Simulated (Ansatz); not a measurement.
# Pd (P6_3/mmc) in Ansatz: equation of state

Aim: energy against volume of Pd in PBE, for its equilibrium volume and stiffness.

Everything below comes from runs of Ansatz 0.2.0. Logs are shortened: lines on timing, memory, paths and dates and some standing lists are left out, and cuts for length are marked.

## Step 1: Starting point

Symmetry: P6_3/mmc, No. 194, hexagonal system. Conventional cell: a = 2.784 Å, b = 2.784 Å, c = 4.629 Å, α = 90.00°, β = 90.00°, γ = 120.00°. Pd (site symmetry -6m2) has 12 Pd at 2.78 to 2.82 Å as nearest neighbours.

This isn't the form of Pd at room conditions, which is fcc.

## Step 2: Single point, PBE, 14.60 Å³/atom (volume scaled by 0.94)

input.yaml reads:

```yaml
crystal:
  lattice:
    - [2.7268396102, 0.0, 0.0]
    - [-1.3634198051, 2.3615123745, 0.0]
    - [0.0, 0.0, 4.5343992815]
  atoms:
    - { symbol: Pd, position: [0.3333333333, 0.6666666667, 0.25] }
    - { symbol: Pd, position: [0.6666666667, 0.3333333333, 0.75] }
hamiltonian:
  xc: pbe
  pseudopotentials: { kind: paw }
kpoints:
  mp_grid: { grid: [11, 11, 6] }
scf:
  occupations: { method: fermi_dirac, width: 0.05 }
output:
  forces: true
  stress: true
  eigenvalues: true
```

Potentials or basis: Ansatz PAW.

Run with:

```console
$ ansatz run input.yaml --threads 2 --pin off --max-ram 5120MiB --backend cpu --events-out ev --progress --plain --runs-dir out
```

Standard output:

```text
Warning: RAYON_NUM_THREADS=2 ignored (pool sized by the plan → 2); use --threads N
Engine: ansatz 0.2.0, aarch64-unknown-linux-gnu
Pseudopotentials: kind: paw
Pseudopotential: Pd, paw, valence charge 18, recommended cutoff 420 eV (normal), Pd.paw.azcp
Functional definition: PBE
  parameter kappa = 0.804
  parameter beta = 0.06672455060314922
  exchange = pbe_x(kappa = kappa, mu = beta*pi^2/3)
  correlation = pbe_c(beta = beta)
Crystal: 2 atoms, lattice volume = 29.199 Å³
Basis set: ecut = 420 eV, 573 PW (Γ), exchange–correlation on 40×40×64 points (8 copies of the dense FFT grid, shifted against one another)
Bands: 22, of which v1, the nominal top of the filled ones, is band 18 counted from 1 (17 counted from 0)
Symmetry: 24 space group operations
Space group: P63/mmc (ITA 194), of the structure as read, at distance tolerance 3.1e-5 Å
k-points: 64 of 726
Non-local potential: Pd, projectors of the file, l = 0: 2, l = 1: 2, l = 2: 2, l = 3: 1
PAW form: soft (Blöchl's): semilocal exchange-correlation on the pseudo side does not see the compensation charge
PAW one-centre angular grid: Pd, 590 points (default); XC on 64 Gauss nodes
Initial density: superposition of atomic densities (neutral atoms: chi_scale 0, normalization atom), corrected by the library's trained network
Initial wavefunctions: pseudopotential atomic-orbital guess
Functional: x = pbe(κ = 0.804, μ = 0.2195149727645171), c = pbe(β = 0.06672455060314922)
SCF iter   1: F=—  HF=-13945.593349 eV  |F-HF|=—  |Δ(HF+E_count)|=         —  Δρ=6.15e-3  dr2=3.99e-3  ethr=1.77e-3  ⟨swp⟩=5.7  Hψ=6392  notcnv=0
preconditioner: auto → Kerker (q_TF=auto, 2.825 Å⁻¹)  [metal: Δε(μ)=0.008 eV  Ē_g=9.559 eV  σ=0.050 eV  W_gap=0.04  n_scr=10 (ndim 8)  ℏωp=30.7 eV  f_vac=0.000  D(μ)=5.52/eV (n_scr^D=98)]
SCF iter   2: F=—  HF=-13945.593374 eV  |F-HF|=—  |Δ(HF+E_count)|=   2.42e-5  Δρ=2.52e-3  dr2=6.56e-4  ethr=1.11e-5  ⟨swp⟩=1.2  Hψ=2025  notcnv=0
SCF iter   3: F=—  HF=-13945.593652 eV  |F-HF|=—  |Δ(HF+E_count)|=   2.78e-4  Δρ=5.42e-4  dr2=2.96e-5  ethr=1.82e-6  ⟨swp⟩=2.7  Hψ=2068  notcnv=0
SCF iter   4: F=—  HF=-13945.593702 eV  |F-HF|=—  |Δ(HF+E_count)|=   4.97e-5  Δρ=7.08e-5  dr2=4.33e-7  ethr=8.23e-8  ⟨swp⟩=2.0  Hψ=1966  notcnv=0
iter 5 did not close the SCF: its close was put off for the readings that it lacked (scf_convergence_deferred on its scf_iter line)
SCF iter   5: F=-13945.593702 eV  HF=-13945.593702 eV  |F-HF|=3.59e-8  |Δ(HF+E_count)|=   1.35e-7  Δρ=1.92e-5  dr2=2.97e-8  ethr=1.20e-9  ⟨swp⟩=2.2  Hψ=2198  notcnv=0
SCF iter   6: F=-13945.593702 eV  HF=-13945.593702 eV  |F-HF|=2.95e-10  |Δ(HF+E_count)|=   3.82e-8  Δρ=3.02e-6  dr2=1.69e-9  ethr=8.24e-11  ⟨swp⟩=2.0  Hψ=4558  notcnv=0
SCF 1 converged in 6 iterations: F = -13945.593702 eV  dr2 = 1.69e-9
SCF converged after 6 iterations
Free energy (F): -13945.593702 eV
Harris-Foulkes:  -13945.593702 eV  (|F-HF|=2.95e-10)
Internal energy: -13945.549403 eV  (E = F + TS)
E sigma→0 (E₀):  -13945.571552 eV
Entropy (-TS):   -0.044299 eV (-22.149 meV/atom)
Fermi energy:    20.104918 eV
--- Per-component energies (eV) ---
  E_band       = -263.798155
  E_kinetic    = 1028.720650
  E_local      = -3470.346649  (includes V_loc(G=0)·N_el)
  E_nonlocal   = 434.342461
  E_hartree    = 1413.268312
  E_xc         = -338.012253
  E_vxc        = -424.169537  (∫ρ·V_xc dr)
  E_paw        = -7500.507840  (= ΣΔE_a)
  E_vpaw       = -658.880650  (= ΣTr[D̂ρ^β])
  E_aug_tail   = 0.000446  (compensation charges beyond the density's cutoff)
  E_ewald      = -5513.014530
  E_smearing   = -0.044299  (= −TS)
  E_closure    = 0.000000  (closes the sum)
  Σ components = -13945.593702   (vs F -13945.593702, Δ=0.00e0)
--- Forces (eV/Å), atoms counted from 1 ---
  atom   1  Pd     0.00000000     0.00000000     0.00000000
  atom   2  Pd     0.00000000    -0.00000000     0.00000000
  max |Σ_I F_I| component: 1.39e-17 eV/Å
--- Stress (GPa, compression-positive) ---
       10.138845       0.000000       0.000000
       -0.000000      10.138845       0.000000
        0.000000       0.000000      10.430544
  P = ⅓ Tr σ = 10.2361 GPa (102.361 kbar)
--- Band table (eV; the first three rows and the last of 64) ---
  k-point 0: bands = ["-64.0545", "-64.0019", "-29.9216", "-29.6197", "-29.6197", "-29.5648", "-29.5648", "-29.5148", "12.8606", "14.7004", "17.0965", "17.2974", "17.2974", "17.6619", "17.6619", "18.3720", "18.3720", "19.8462", "19.8462", "20.9235", "27.2039", "37.1036"]
  k-point 1: bands = ["-64.0510", "-64.0054", "-29.8948", "-29.6161", "-29.6161", "-29.5684", "-29.5684", "-29.5425", "13.1060", "14.7439", "17.0298", "17.2422", "17.2422", "17.5837", "17.5837", "18.5577", "18.5577", "19.8132", "19.8132", "19.9368", "28.5534", "36.6763"]
  k-point 2: bands = ["-64.0414", "-64.0151", "-29.8214", "-29.6180", "-29.6060", "-29.6060", "-29.5785", "-29.5785", "13.7681", "14.7882", "16.9240", "17.1934", "17.1934", "17.4095", "17.4095", "18.2694", "18.9600", "18.9600", "19.6715", "19.6715", "31.3260", "36.0155"]
  k-point 63: bands = ["-63.9822", "-63.9822", "-29.9065", "-29.9065", "-29.8153", "-29.8153", "-29.6118", "-29.6118", "15.7854", "15.7854", "16.4290", "16.4290", "17.2462", "17.2462", "18.3246", "18.3246", "19.9391", "19.9391", "26.4875", "26.4875", "28.9412", "28.9412"]
```

Wall time 1 s (2 threads of Arm Neoverse V1, shared host); peak memory 0.3 GiB.

What came out:

* Free energy: -13945.5937 eV
* Pressure: 10.2 GPa
* Band gap on the k mesh: none (metal or under the smearing width)

## Step 3: Single point, PBE, 14.91 Å³/atom (volume scaled by 0.96)

Changes to input.yaml since step 2:

```diff
@@ -2,5 +2,5 @@
   lattice:
-    - [2.7268396102, 0.0, 0.0]
-    - [-1.3634198051, 2.3615123745, 0.0]
-    - [0.0, 0.0, 4.5343992815]
+    - [2.7460433387, 0.0, 0.0]
+    - [-1.3730216694, 2.3781432912, 0.0]
+    - [0.0, 0.0, 4.566332723]
   atoms:
@@ -19 +19,5 @@
   eigenvalues: true
+  write_density: true
+  write_potential: true
+  elf: true
+  volumetric_format: npy
```

Potentials or basis: Ansatz PAW.

Run with:

```console
$ ansatz run input.yaml --threads 2 --pin off --max-ram 5120MiB --backend cpu --events-out ev --progress --plain --runs-dir out
```

Standard output:

```text
Warning: RAYON_NUM_THREADS=2 ignored (pool sized by the plan → 2); use --threads N
[... 8 set-up lines as earlier in the session ...]
Crystal: 2 atoms, lattice volume = 29.820 Å³
Basis set: ecut = 420 eV, 585 PW (Γ), exchange–correlation on 40×40×64 points (8 copies of the dense FFT grid, shifted against one another)
Bands: 22, of which v1, the nominal top of the filled ones, is band 18 counted from 1 (17 counted from 0)
[... 2 set-up lines as earlier in the session ...]
k-points: 64 of 726
[... 6 set-up lines as earlier in the session ...]
SCF iter   1: F=—  HF=-13945.624232 eV  |F-HF|=—  |Δ(HF+E_count)|=         —  Δρ=5.88e-3  dr2=3.59e-3  ethr=1.77e-3  ⟨swp⟩=5.7  Hψ=6393  notcnv=0
[... 13 lines left out ...]
E sigma→0 (E₀):  -13945.601931 eV
Entropy (-TS):   -0.045522 eV (-22.761 meV/atom)
Fermi energy:    19.542193 eV
--- Per-component energies (eV) ---
  E_band       = -281.281756
  E_kinetic    = 1027.658555
  E_local      = -3529.352907  (includes V_loc(G=0)·N_el)
  E_nonlocal   = 434.424305
  E_hartree    = 1434.160954
  E_xc         = -337.533737
  E_vxc        = -423.510358  (∫ρ·V_xc dr)
  E_paw        = -7500.476068  (= ΣΔE_a)
  E_vpaw       = -658.822679  (= ΣTr[D̂ρ^β])
  E_aug_tail   = 0.000448  (compensation charges beyond the density's cutoff)
  E_ewald      = -5474.460719
  E_smearing   = -0.045522  (= −TS)
  E_closure    = 0.000000  (closes the sum)
  Σ components = -13945.624692   (vs F -13945.624692, Δ=0.00e0)
--- Forces (eV/Å), atoms counted from 1 ---
  atom   1  Pd     0.00000000    -0.00000000     0.00000000
  atom   2  Pd    -0.00000000     0.00000000    -0.00000000
  max |Σ_I F_I| component: 0.00e0 eV/Å
--- Stress (GPa, compression-positive) ---
        5.730037       0.000000      -0.000000
        0.000000       5.730037      -0.000000
       -0.000000      -0.000000       6.070147
  P = ⅓ Tr σ = 5.8434 GPa (58.434 kbar)
--- Band table (eV; the first three rows and the last of 64) ---
  k-point 0: bands = ["-64.5500", "-64.5023", "-30.4028", "-30.1272", "-30.1272", "-30.0761", "-30.0761", "-30.0263", "12.4606", "14.3018", "16.6348", "16.8295", "16.8295", "17.1808", "17.1808", "17.8681", "17.8681", "19.2924", "19.2924", "20.4099", "26.4782", "36.5208"]
  k-point 1: bands = ["-64.5468", "-64.5055", "-30.3780", "-30.1238", "-30.1238", "-30.0796", "-30.0796", "-30.0519", "12.7015", "14.3424", "16.5706", "16.7760", "16.7760", "17.1054", "17.1054", "18.0474", "18.0474", "19.2600", "19.2600", "19.4264", "27.8253", "36.1014"]
  k-point 2: bands = ["-64.5381", "-64.5142", "-30.3100", "-30.1218", "-30.1145", "-30.1145", "-30.0889", "-30.0889", "13.3529", "14.3785", "16.4687", "16.7286", "16.7286", "16.9373", "16.9373", "17.7805", "18.4357", "18.4357", "19.1225", "19.1225", "30.5828", "35.4046"]
  k-point 63: bands = ["-64.4844", "-64.4844", "-30.3922", "-30.3922", "-30.3082", "-30.3082", "-30.1172", "-30.1172", "15.3660", "15.3660", "15.9920", "15.9920", "16.7813", "16.7813", "17.8246", "17.8246", "19.3818", "19.3818", "25.8347", "25.8347", "28.2218", "28.2218"]
```

Run time: 1.4 s. Hardware: 2 threads of Arm Neoverse V1, shared host; peak memory 0.3 GiB.

Results:

| Property | Result |
| --- | --- |
| Free energy | -13945.6247 eV |
| Pressure | 5.8 GPa |
| Band gap on the k mesh | none (metal or under the smearing width) |

## Step 4: Single point, PBE, 15.22 Å³/atom (volume scaled by 0.98)

Changes to input.yaml since step 3:

```diff
@@ -2,5 +2,5 @@
   lattice:
-    - [2.7460433387, 0.0, 0.0]
-    - [-1.3730216694, 2.3781432912, 0.0]
-    - [0.0, 0.0, 4.566332723]
+    - [2.7649821671, 0.0, 0.0]
+    - [-1.3824910836, 2.3945447978, 0.0]
+    - [0.0, 0.0, 4.597825668]
   atoms:
@@ -19,5 +19 @@
   eigenvalues: true
-  write_density: true
-  write_potential: true
-  elf: true
-  volumetric_format: npy
```

Run with:

```console
$ ansatz run input.yaml --threads 2 --pin off --max-ram 5120MiB --backend cpu --events-out ev --progress --plain --runs-dir out
```

Wall time 1.1 s (2 threads of Arm Neoverse V1, shared host); peak memory 0.3 GiB.

Results (log left out):

- Free energy: -13945.6397 eV
- Pressure: 2.0 GPa
- Band gap on the k mesh: none (metal or under the smearing width)

## Step 5: Single point, PBE, 15.53 Å³/atom

Changes to input.yaml since step 4:

```diff
@@ -2,5 +2,5 @@
   lattice:
-    - [2.7649821671, 0.0, 0.0]
-    - [-1.3824910836, 2.3945447978, 0.0]
-    - [0.0, 0.0, 4.597825668]
+    - [2.7836650458, 0.0, 0.0]
+    - [-1.3918325229, 2.4107246453, 0.0]
+    - [0.0, 0.0, 4.628893]
   atoms:
```

Run with:

```console
$ ansatz run input.yaml --threads 2 --pin off --max-ram 5120MiB --backend cpu --events-out ev --progress --plain --runs-dir out
```

Wall time 1.1 s (2 threads of Arm Neoverse V1, shared host); peak memory 0.3 GiB.

Results (log left out):

| Property | Result |
| --- | --- |
| Free energy | -13945.6408 eV |
| Pressure | -1.4 GPa |
| Band gap on the k mesh | none (metal or under the smearing width) |

## Step 6: Single point, PBE, 15.84 Å³/atom (volume scaled by 1.02)

Changes to input.yaml since step 5:

```diff
@@ -2,5 +2,5 @@
   lattice:
-    - [2.7836650458, 0.0, 0.0]
-    - [-1.3918325229, 2.4107246453, 0.0]
-    - [0.0, 0.0, 4.628893]
+    - [2.8021004509, 0.0, 0.0]
+    - [-1.4010502255, 2.4266901745, 0.0]
+    - [0.0, 0.0, 4.6595488139]
   atoms:
```

Potentials or basis: Ansatz PAW.

Run with:

```console
$ ansatz run input.yaml --threads 2 --pin off --max-ram 5120MiB --backend cpu --events-out ev --progress --plain --runs-dir out
```

It took 1.1 s on 2 threads of Arm Neoverse V1, shared host; peak memory 0.3 GiB.

The run converged. Its results:

```
Free energy            : -13945.6297 eV
Pressure               : -4.3 GPa
Band gap on the k mesh : none (metal or under the smearing width)
```

## Step 7: Single point, PBE, 16.15 Å³/atom (volume scaled by 1.04)

Changes to input.yaml since step 6:

```diff
@@ -2,5 +2,5 @@
   lattice:
-    - [2.8021004509, 0.0, 0.0]
-    - [-1.4010502255, 2.4266901745, 0.0]
-    - [0.0, 0.0, 4.6595488139]
+    - [2.8202964182, 0.0, 0.0]
+    - [-1.4101482091, 2.4424483444, 0.0]
+    - [0.0, 0.0, 4.6898064722]
   atoms:
@@ -19 +19,5 @@
   eigenvalues: true
+  write_density: true
+  write_potential: true
+  elf: true
+  volumetric_format: npy
```

Run with:

```console
$ ansatz run input.yaml --threads 2 --pin off --max-ram 5120MiB --backend cpu --events-out ev --progress --plain --runs-dir out
```

Run time: 1.5 s. Hardware: 2 threads of Arm Neoverse V1, shared host; peak memory 0.31 GiB.

Results (log left out):

```
Free energy            : -13945.6079 eV
Pressure               : -6.9 GPa
Band gap on the k mesh : none (metal or under the smearing width)
```

## Step 8: Single point, PBE, 16.46 Å³/atom (volume scaled by 1.06)

Changes to input.yaml since step 7:

```diff
@@ -2,5 +2,5 @@
   lattice:
-    - [2.8202964182, 0.0, 0.0]
-    - [-1.4101482091, 2.4424483444, 0.0]
-    - [0.0, 0.0, 4.6898064722]
+    - [2.838260574, 0.0, 0.0]
+    - [-1.419130287, 2.4580057597, 0.0]
+    - [0.0, 0.0, 4.7196786564]
   atoms:
@@ -19,5 +19 @@
   eigenvalues: true
-  write_density: true
-  write_potential: true
-  elf: true
-  volumetric_format: npy
```

Run with:

```console
$ ansatz run input.yaml --threads 2 --pin off --max-ram 5120MiB --backend cpu --events-out ev --progress --plain --runs-dir out
```

It took 1.4 s on 2 threads of Arm Neoverse V1, shared host; peak memory 0.31 GiB.

It converged, with:

- Free energy: -13945.5767 eV
- Pressure: -9.1 GPa
- Band gap on the k mesh: none (metal or under the smearing width)

## Step 9: Equation of state, PBE

Potentials or basis: Ansatz PAW.

This step only gathers the single runs of the series.

Results:

```yaml
Equilibrium_volume: 15.40 Å³/atom
Bulk_modulus_at_fixed_shape_and_positions: 165 GPa
Pressure_derivative_of_the_bulk_modulus: 5.6
```

Energy against volume, from the lowest point:
```csv
volume (Å³/atom),energy (meV/atom)
14.600,23.55
14.910,8.05
15.221,0.54
15.531,0.00
15.842,5.56
16.153,16.47
16.463,32.04
```

Caveat: the cell was scaled at fixed shape and fractional positions, which overstates the stiffness of a crystal with free parameters, most of all of layers and chains.
